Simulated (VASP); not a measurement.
Input of a VASP 6.6.1 run:

The input INCAR:

```
PREC = Accurate ; ENCUT = 520
EDIFF = 1E-8 ; ISMEAR = 0
SIGMA = 0.02 ; LREAL = False
LASPH = True ; NELM = 80
ALGO = Fast ; ISIF = 2
LWAVE = False ; LCHARG = False
GGA = PE ; LEPSILON = True
IBRION = 8 ; NSW = 1
```

Contents of KPOINTS:

```
Automatic mesh
0
Gamma
  10 10 10
```

POSCAR

```
Si
1.0
    0.0000000000      2.7135600000      2.7135600000
    2.7135600000      0.0000000000      2.7135600000
    2.7135600000      2.7135600000      0.0000000000
Si
2
Direct
    0.7500000000      0.7500000000      0.7500000000
    0.5000000000      0.5000000000      0.5000000000
```

Potentials or basis: VASP PAW PBE potentials, release 64 (Si).

Launch:

```bash
$ cat potpaw_PBE.64/Si/POTCAR > POTCAR
$ mpirun -np 1 vasp_std > vasp.out
```

(1) Estimate the electronic dielectric tensor (diagonal).

(2) Estimate the Born charges (mean of the diagonal).

(3) What does it give for the band gap on the k mesh?

(4) Predict the highest phonon frequency at Γ.

Results:

(1) 13.28.

(2) Si +0.00 e.

(3) 0.58 eV, indirect (least direct gap 2.57 eV).

(4) 514 cm⁻¹.

Caveat: the gap is small at this level, which inflates the dielectric constant.
